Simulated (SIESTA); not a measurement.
Mg:

```
CELL_PARAMETERS angstrom
3.17683 0.00000 0.00000
-1.58841 2.75121 0.00000
0.00000 0.00000 10.31886
ATOMIC_POSITIONS crystal
Mg 0.66667 0.33333 0.75000
Mg 0.00000 0.00000 0.50000
Mg 0.33333 0.66667 0.25000
Mg 0.00000 0.00000 0.00000
```

Base run:

- Program: SIESTA 5.4.2
- Functional: PBE
- Potentials or basis: PseudoDojo 0.4 standard (PBE files)
- Basis: DZP (energy shift 0.003 Ry; two zetas on semicore shells)
- Grid cutoff: 800 Ry
- Energy shift: 0.003 Ry
- k mesh: 10 × 10 × 3
- Occupations: fermi-dirac, width 0.05 eV
- Spin: no spin polarisation

Its results: band gap on the k mesh none (metal or under the smearing width); pressure 2.6 GPa.

Q: The run is repeated on the same cell with these changes: functional from PBE to PBEsol; potentials or basis from PseudoDojo 0.4 standard (PBE files) to PseudoDojo 0.4 standard (PBEsol files). What comes out?

A: Band gap on the k mesh none (metal or under the smearing width); pressure 1.8 GPa.

Caveats: the basis of atomic orbitals isn't converged, which shifts pressures, moduli and gaps.
